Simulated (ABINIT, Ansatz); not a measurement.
# MgO (Fm-3m): G0W0 on several meshes in ABINIT

How does the mesh move the gap of MgO (Fm-3m)?

Calculated with ABINIT 10.8.3; PBE and many-body steps on it, plane waves.

Report form: the programs' logs are mostly left out.

## Step 1: The starting structure

It takes space group Fm-3m (No. 225, cubic). Conventional cell: a = 4.194 Å, b = 4.194 Å, c = 4.194 Å, α = 90.00°, β = 90.00°, γ = 90.00°. Mg has 6 O at 2.10 Å nearest. Nearest to O lie 6 Mg at 2.10 Å. Farther neighbours and most contacts between anions are not listed.

The cell and positions are those that the Materials Project relaxed with its own functionals (PBE, PBE+U or r2SCAN), kept fixed.

## Step 2: Empty states on the mesh, 8×8×8 mesh, 351 bands

This step: ABINIT 10.8.3; DFT, PBE, plane waves, norm-conserving pseudopotentials.

The sums over transitions need many empty states on a uniform mesh; this step solves for them.

Contents of run.abi:

```
acell 3*1.0 Angstrom
rprim 
  -0.000000000000 2.097001392700 2.097001392700
  2.097001392700 -0.000000000000 2.097001392700
  2.097001392700 2.097001392700 -0.000000000000
ntypat 2
znucl 12 8
natom 2
typat 1 2
xred 
  0.000000000000 0.000000000000 0.000000000000
  0.500000000000 0.500000000000 0.500000000000
pp_dirpath "pseudos"
pseudos "Mg.upf, O.upf"
ecut 38
ngkpt 8 8 8
nshiftk 1
shiftk 0 0 0
kptopt 1
chksymbreak 0
irdden 1
istwfk *1
nband 351
prtvol 0
optdriver 6
gwr_task "HDIAGO"
paral_kgb 0
occopt 1
indata_prefix "in"
outdata_prefix "out"
tmpdata_prefix "tmp"
```

Run with:

```console
$ OMP_NUM_THREADS=1 mpirun -n 4 abinit run.abi > log
```

Elapsed: 22 s, on 4 MPI ranks of Arm Neoverse V1, shared host; peak memory 0.76 GiB; 88 s of CPU time.

This step gave:

| Quantity | Value |
| --- | --- |
| gap | 4.895 eV |
| k of the valence top | 0, 0, 0 |
| k of the conduction bottom | 0, 0, 0 |
| least direct gap | 4.895 eV |
| k points computed | 29 |
| lowest point of the top converged band, above the valence top | 385.1067 eV |

On this mesh the gap is 4.895 eV.

The density comes from a self-consistent run that is not shown.

## Step 3: Screening, 8×8×8 mesh, 144 bands, screening to 283 eV

The RPA dielectric matrix is built and inverted for each q.

This step: RPA screening on PBE, plane waves, norm-conserving pseudopotentials.

Changes to run.abi since step 2:

```diff
@@ -20,10 +20,11 @@
 chksymbreak 0
-irdden 1
 istwfk *1
-nband 351
-prtvol 0
-optdriver 6
-gwr_task "HDIAGO"
-paral_kgb 0
 occopt 1
+irdwfk 1
+optdriver 3
+nband 144
+ecuteps 10.4
+inclvkb 2
+awtr 1
+symchi 1
 indata_prefix "in"
```

The job ended after 8.9 min (4 MPI ranks; peak memory 1.7 GiB; 36 min of CPU time).

Numbers from this step:

```yaml
eps_infinity_with_local_fields_on_this_mesh_along_the_program_s_q_direction: 3.005
the_same_without_local_fields: 3.225
plasma_frequency: 34.59 eV
plane_waves_in_the_screening_matrix: 181
```

Local fields lower ε∞ by 7 %.

## Step 4: 8×8×8

The self-energy is evaluated for the states that the input lists, and the levels follow from it, in one-shot runs by the linearised quasiparticle equation.

This step: G0W0 on PBE, plane waves, norm-conserving pseudopotentials.

Changes to run.abi since step 3:

```diff
@@ -23,8 +23,15 @@
 irdwfk 1
-optdriver 3
+optdriver 4
 nband 144
+gwcalctyp 0
+ecutsigx 38
+symsigma 1
+nkptgw 1
+kptgw 
+  0.0000000000 0.0000000000 0.0000000000
+bdgw 
+  6 12
 ecuteps 10.4
-inclvkb 2
-awtr 1
-symchi 1
+irdscr 1
+ppmodel 1
 indata_prefix "in"
```

Run time: 15 s. Hardware: 4 MPI ranks; peak memory 1.4 GiB; 59 s of CPU time.

Numbers from this step:

```
G0W0 gap on the points computed              : 7.247 eV
starting gap on the mesh                     : 4.895 eV
k of the valence top                         : 0, 0, 0
k of the conduction bottom                   : 0, 0, 0
Z at the valence top                         : 0.808
Z at the conduction bottom                   : 0.855
least direct G0W0 gap on the computed points : 7.247 eV
```

The gap on the mesh goes from 4.89 eV to 7.25 eV, a correction of +2.35 eV.

## Step 5: Empty states on the mesh, 6×6×6 mesh, 152 bands

This step: DFT, PBE, plane waves, norm-conserving pseudopotentials.

Changes to run.abi since step 4:

```diff
@@ -15,3 +15,3 @@
 ecut 38
-ngkpt 8 8 8
+ngkpt 6 6 6
 nshiftk 1
@@ -20,18 +20,10 @@
 chksymbreak 0
+irdden 1
 istwfk *1
+nband 152
+prtvol 0
+optdriver 6
+gwr_task "HDIAGO"
+paral_kgb 0
 occopt 1
-irdwfk 1
-optdriver 4
-nband 144
-gwcalctyp 0
-ecutsigx 38
-symsigma 1
-nkptgw 1
-kptgw 
-  0.0000000000 0.0000000000 0.0000000000
-bdgw 
-  6 12
-ecuteps 10.4
-irdscr 1
-ppmodel 1
 indata_prefix "in"
```

It took 11 s on 4 MPI ranks; peak memory 0.7 GiB; 43 s of CPU time.

Numbers from this step:

```yaml
gap: 4.895 eV
k_of_the_valence_top: 0, 0, 0
k_of_the_conduction_bottom: 0, 0, 0
least_direct_gap: 4.895 eV
k_points_computed: 16
lowest_point_of_the_top_converged_band_above_the_valence_top: 203.5316 eV
```

On this mesh the gap is 4.895 eV.

## Step 6: Screening, 6×6×6 mesh, 144 bands, screening to 283 eV

This step: RPA screening on PBE, plane waves, norm-conserving pseudopotentials.

Changes to run.abi since step 5:

```diff
@@ -20,10 +20,11 @@
 chksymbreak 0
-irdden 1
 istwfk *1
-nband 152
-prtvol 0
-optdriver 6
-gwr_task "HDIAGO"
-paral_kgb 0
 occopt 1
+irdwfk 1
+optdriver 3
+nband 144
+ecuteps 10.4
+inclvkb 2
+awtr 1
+symchi 1
 indata_prefix "in"
```

Elapsed: 1.9 min, on 4 MPI ranks; peak memory 0.99 GiB.

Numbers from this step:

- ε∞ with local fields, on this mesh, along the program's q direction: 3.018
- the same without local fields: 3.238
- plasma frequency: 34.59 eV
- plane waves in the screening matrix: 181

## Step 7: 6×6×6

This step: G0W0 on PBE, plane waves, norm-conserving pseudopotentials.

Changes to run.abi since step 6:

```diff
@@ -23,8 +23,15 @@
 irdwfk 1
-optdriver 3
+optdriver 4
 nband 144
+gwcalctyp 0
+ecutsigx 38
+symsigma 1
+nkptgw 1
+kptgw 
+  0.0000000000 0.0000000000 0.0000000000
+bdgw 
+  6 12
 ecuteps 10.4
-inclvkb 2
-awtr 1
-symchi 1
+irdscr 1
+ppmodel 1
 indata_prefix "in"
```

The job ended after 9 s (4 MPI ranks; peak memory 0.78 GiB; 36 s of CPU time).

This step gave:

| Item | Value |
| --- | --- |
| G0W0 gap on the points computed | 7.256 eV |
| starting gap on the mesh | 4.895 eV |
| k of the valence top | 0, 0, 0 |
| k of the conduction bottom | 0, 0, 0 |
| Z at the valence top | 0.808 |
| Z at the conduction bottom | 0.855 |
| least direct G0W0 gap on the computed points | 7.256 eV |

Against G0W0 in ABINIT (8×8×8 mesh, 144 bands, screening to 283 eV, Godby-Needs plasmon pole), the gap moves by +0.009 eV.

## Step 8: Empty states on the mesh, 10×10×10 mesh, 152 bands

This step: DFT, PBE, plane waves, norm-conserving pseudopotentials.

Changes to run.abi since step 7:

```diff
@@ -15,3 +15,3 @@
 ecut 38
-ngkpt 6 6 6
+ngkpt 10 10 10
 nshiftk 1
@@ -20,18 +20,10 @@
 chksymbreak 0
+irdden 1
 istwfk *1
+nband 152
+prtvol 0
+optdriver 6
+gwr_task "HDIAGO"
+paral_kgb 0
 occopt 1
-irdwfk 1
-optdriver 4
-nband 144
-gwcalctyp 0
-ecutsigx 38
-symsigma 1
-nkptgw 1
-kptgw 
-  0.0000000000 0.0000000000 0.0000000000
-bdgw 
-  6 12
-ecuteps 10.4
-irdscr 1
-ppmodel 1
 indata_prefix "in"
```

Wall time 28 s (4 MPI ranks); peak memory 0.7 GiB.

This step gave:

```yaml
gap: 4.895 eV
k_of_the_valence_top: 0, 0, 0
k_of_the_conduction_bottom: 0, 0, 0
least_direct_gap: 4.895 eV
k_points_computed: 47
lowest_point_of_the_top_converged_band_above_the_valence_top: 202.4992 eV
```

On this mesh the gap is 4.895 eV.

## Step 9: Screening, 10×10×10 mesh, 144 bands, screening to 283 eV

This step: RPA screening on PBE, plane waves, norm-conserving pseudopotentials.

Changes to run.abi since step 8:

```diff
@@ -20,10 +20,11 @@
 chksymbreak 0
-irdden 1
 istwfk *1
-nband 152
-prtvol 0
-optdriver 6
-gwr_task "HDIAGO"
-paral_kgb 0
 occopt 1
+irdwfk 1
+optdriver 3
+nband 144
+ecuteps 10.4
+inclvkb 2
+awtr 1
+symchi 1
 indata_prefix "in"
```

Wall time 31 min (4 MPI ranks); peak memory 2.7 GiB.

Numbers from this step:

| Item | Value |
| --- | --- |
| ε∞ with local fields, on this mesh, along the program's q direction | 3.005 |
| the same without local fields | 3.224 |
| plasma frequency | 34.59 eV |
| plane waves in the screening matrix | 181 |

## Step 10: 10×10×10

This step: G0W0 on PBE, plane waves, norm-conserving pseudopotentials.

Changes to run.abi since step 9:

```diff
@@ -23,8 +23,15 @@
 irdwfk 1
-optdriver 3
+optdriver 4
 nband 144
+gwcalctyp 0
+ecutsigx 38
+symsigma 1
+nkptgw 1
+kptgw 
+  0.0000000000 0.0000000000 0.0000000000
+bdgw 
+  6 12
 ecuteps 10.4
-inclvkb 2
-awtr 1
-symchi 1
+irdscr 1
+ppmodel 1
 indata_prefix "in"
```

It took 23 s on 4 MPI ranks; peak memory 2.3 GiB; 93 s of CPU time.

This step gave:

| Quantity | Value |
| --- | --- |
| G0W0 gap on the points computed | 7.241 eV |
| starting gap on the mesh | 4.895 eV |
| k of the valence top | 0, 0, 0 |
| k of the conduction bottom | 0, 0, 0 |
| least direct G0W0 gap on the computed points | 7.241 eV |

Against G0W0 in ABINIT (8×8×8 mesh, 144 bands, screening to 283 eV, Godby-Needs plasmon pole), the gap moves by −0.006 eV.

## Step 11: Side by side

Times are wall times on 4 MPI ranks of Arm Neoverse V1, shared host, good to a factor of about two. A run's time includes the screening step that it read.

```
     run      mesh  bands  screening cutoff (eV)  DFT gap (eV)  gap on the mesh (eV)  direct (eV)  ε∞ used     time
   8×8×8     8×8×8    144                    283         4.895                 7.247        7.247     3.01  9.1 min
   6×6×6     6×6×6    144                    283         4.895                 7.256        7.256     3.02    2 min
10×10×10  10×10×10    144                    283         4.895                 7.241        7.241     3.00   32 min
```

## Step 12: Results

| Item | Value |
| --- | --- |
| 8×8×8 | 7.247 eV |
| 6×6×6 | 7.256 eV |
| 10×10×10 | 7.241 eV |
| known limits | not at the basis limit |

In words: 6×6×6: +0.009 eV against 8×8×8. 10×10×10: −0.006 eV against 8×8×8. Bands and cutoff are finite, so the gap is not at the basis limit. The miss can reach some tenths of an eV and take either sign; the mesh is an error of its own. In the G0W0 runs levels were corrected at 1 k point alone, so a gap called «on the mesh» is the least over those, and an edge elsewhere would be missed.

[Paths, hosts, dates, memory and timing lines, banners, echoed tables and standing remarks are left out of the program output.]

[Logs are printed without paths, hosts, clocks, repeated set-up lines and the standing remarks that a program may print on its own settings, such as how far it seeks lower states.]

[Runs of the session that timed out or met a known fault of the program may be left out.]

[Hosts, paths, dates, database ids (printed as entryN), source tags and the programs' standing remarks are cut or masked in the printed files.]

[G0W0 gaps are taken among the corrected bands and points alone; a level outside them can change the order at an edge.]

[Where Ansatz stands beside ABINIT at settings called matched, ABINIT's density can come from a denser mesh and the files from another edition; pairs whose starting gaps differed by over 0.03 eV were left out, so agreement reads better than it is.]
